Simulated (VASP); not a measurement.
Crystal: GaN.

```
Ga N
1.0
     0.00000    2.13524    2.13524
     2.13524    0.00000    2.13524
     2.13524    2.13524    0.00000
Ga N
1 1
Direct
  0.00000 0.00000 0.00000
  0.50000 0.50000 0.50000
```

Measurements of this composition are mostly on another form, of space group No. 186.

```yaml
Program: VASP 6.6.1
Task: relaxation of cell and atoms
Functional: PBEsol
Potentials_or_basis: VASP PAW PBE potentials, release 64 (Ga_d, N_s)
Cutoff: 480 eV
k_mesh: 14 × 14 × 14
Occupations: gaussian, width 0.02 eV
Spin: no spin polarisation
```

At the start: pressure -7.3 GPa; volume 9.74 Å³/atom.

Where does the relaxation end?

Over 3 steps the energy falls by 7.7 meV/atom and the volume is 9.41 Å³/atom (-3.3 %); space group Fm-3m (No. 225, to 0.05 Å).

Step by step:
| step | energy change (eV) | largest force (eV/Å) | pressure (GPa) | volume (Å³) |
| --- | --- | --- | --- | --- |
| 1 | 0.0000 | 0.0000 | -7.34 | 19.47 |
| 2 | -0.0017 | 0.0000 | 7.70 | 18.24 |
| 3 | -0.0154 | 0.0000 | -0.08 | 18.82 |

Final structure:
```
Ga N
1.0
     0.00000    2.11133    2.11133
     2.11133    0.00000    2.11133
     2.11133    2.11133    0.00000
Ga N
1 1
Cartesian
  0.0000 0.0000 0.0000
  2.1113 2.1113 2.1113
```

Caveat: the PAW data sets were made with another functional, which shifts forces and pressure a little.
